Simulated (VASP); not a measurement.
Set up this calculation in VASP 6.6.1, as the native input.

| Quantity | Value |
| --- | --- |
| Task | dielectric tensor |
| Functional | LDA |
| Potentials or basis | VASP PAW LDA potentials, release 64 (Cu, I) |
| Cutoff | 600 eV |
| k mesh | 12 × 12 × 12 |
| Occupations | gaussian, width 0.03 eV |
| Spin | no spin polarisation |
| Monkhorst-Pack mesh | yes |
| Further INCAR settings | ALGO = Normal; EDIFF = 1e-08 |

The structure of CuI (Marshite) lies in POSCAR:

```
CuI                                     
1.0
    0.0000000000      2.9613350213      2.9613350213
    2.9613350213     -0.0000000000      2.9613350213
    2.9613350213      2.9613350213     -0.0000000000
  Cu              I             
     1     1
Direct
     0.2500000000000000    0.2500000000000000    0.2500000000000000
     0.0000000000000000    0.0000000000000000    0.0000000000000000
```

One way to write it, as run:

INCAR

```
ALGO     = Normal         # electronic algorithm
EDIFF    = 1E-8           # SCF threshold, eV
ENCUT    = 600            # plane-wave cutoff, eV
ISIF     = 2              # what is computed and relaxed
ISMEAR   = 0              # smearing method
LASPH    = T              # aspherical terms in the spheres
LCHARG   = F              # write CHGCAR
LEPSILON = T              # dielectric tensor by DFPT
LREAL    = F              # projectors in reciprocal space
LWAVE    = F              # write WAVECAR
NELM     = 80             # most SCF steps
PREC     = Accurate       # precision mode
SIGMA    = 0.03           # smearing width, eV
```

KPOINTS

```
k-points
0
Monkhorst-Pack
  12 12 12
```

Potentials or basis: VASP PAW LDA potentials, release 64 (Cu, I).

Launch:

```sh
$ cat potpaw_LDA.64/Cu/POTCAR potpaw_LDA.64/I/POTCAR > POTCAR
$ mpirun -np 1 vasp_std > vasp.out
```

Results of the run:

```yaml
Electronic_dielectric_tensor_diagonal: 6.66
Born_charges_mean_of_the_diagonal: Cu +1.01; I -1.01 e
```

Run time: 58 min on 1 thread of Intel(R) Xeon(R) Platinum 8488C (Sapphire Rapids), on a shared host, peak memory 1.8 GiB.
